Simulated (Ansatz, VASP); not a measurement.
Mn in VASP and in Ansatz

Contents of INCAR:

```
PREC = Accurate
ENCUT = 520
EDIFF = 1E-7
ISMEAR = -1
SIGMA = 0.05
LREAL = F
LASPH = T
NELM = 150
ALGO = Fast
ISIF = 2
LWAVE = F
LCHARG = F
ISPIN = 2
MAGMOM = 4
LORBIT = 11
LMAXMIX = 4
GGA = PE
NBANDS = 16
```

The input KPOINTS:

```
regular mesh
0
Gamma
  14 14 14
```

The input POSCAR:

```
Mn
1.0
    2.3028333262      0.0000000000      0.0000000000
    0.0000000000      2.3028333262      0.0000000000
    0.0000000000      0.0000000000      2.3028333262
Mn
1
Direct
    0.0000000000      0.0000000000      0.0000000000
```

Input for Ansatz:

```yaml
crystal:
  lattice:
    - [2.3028333262, 0.0, 0.0]
    - [0.0, 2.3028333262, 0.0]
    - [0.0, 0.0, 2.3028333262]
  atoms:
    - { symbol: Mn, position: [0.0, 0.0, 0.0], spin: 4.0 }
magnetization:
  spin_polarized: true
kpoints:
  mp_grid: { grid: [14, 14, 14] }
scf:
  occupations: { method: fermi_dirac, width: 0.05 }
hamiltonian:
  xc: pbe
  pseudopotentials: { kind: all_electron, lapw: { basis_error: 0.001 } }
output:
  forces: true
  stress: true
  eigenvalues: true
```

Change from the starting cell: volume scaled by 1.02.

Alike in both runs: task single point; functional PBE; k mesh 14 × 14 × 14; occupations fermi-dirac, width 0.05 eV; collinear spin.

|  | VASP | Ansatz |
| --- | --- | --- |
| version | VASP 6.6.1 | Ansatz 0.2.0 |
| potentials or method | VASP PAW PBE potentials, release 64 (Mn_pv) | all-electron LAPW, scalar-relativistic |
| plane-wave cutoff (eV) | 520 | see its input |

|  | VASP | Ansatz | Ansatz less VASP |
| --- | --- | --- | --- |
| pressure (GPa) | -3.6 | -3.7 | -0.04 |
| net moment per atom (μB) | 0.51 | 0.52 | +0.010 |
| size of the moment on the site where the two differ most (μB) | 0.51 | 0.52 | +0.011 |

Site moments also hang on the region over which each program counts them. Ansatz ran all-electron here, so the differences hold the error of VASP's frozen core and of both bases.

Caveats: the moment fell far below its start of 4 μB, so a state of higher moment may lie lower in energy (VASP).
